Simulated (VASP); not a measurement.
Here is a VASP 6.6.1 calculation.

The input INCAR:

```
SYSTEM = CdSe
  ALGO = Fast
  EDIFF = 1E-6
  ENCUT = 520
  GGA = PE
  ISIF = 2
  ISMEAR = -1
  LASPH = .TRUE.
  LCHARG = .FALSE.
  LREAL = .FALSE.
  LWAVE = .FALSE.
  NBANDS = 16
  NELM = 100
  PREC = Accurate
  SIGMA = 0.05
```

The input KPOINTS:

```
k-points
0
G
  8 8 8
  0 0 0
```

Contents of POSCAR:

```
CdSe
1.0
    0.0000000000      2.9303244279      2.9303244279
    2.9303244279      0.0000000000      2.9303244279
    2.9303244279      2.9303244279      0.0000000000
Cd Se
1 1
Direct
    0.0000000000      0.0000000000      0.0000000000
    0.5000000000      0.5000000000      0.5000000000
```

Potentials or basis: VASP PAW PBE potentials, release 64 (Cd, Se).

Command:

```console
$ cat potpaw_PBE.64/Cd/POTCAR potpaw_PBE.64/Se/POTCAR > POTCAR
$ mpirun -np 1 vasp_std > vasp.out
```

(1) Estimate the band gap on the k mesh.

(2) What does it give for the pressure?

Results:

(1) none (metal or under the smearing width).

(2) -3.0 GPa.
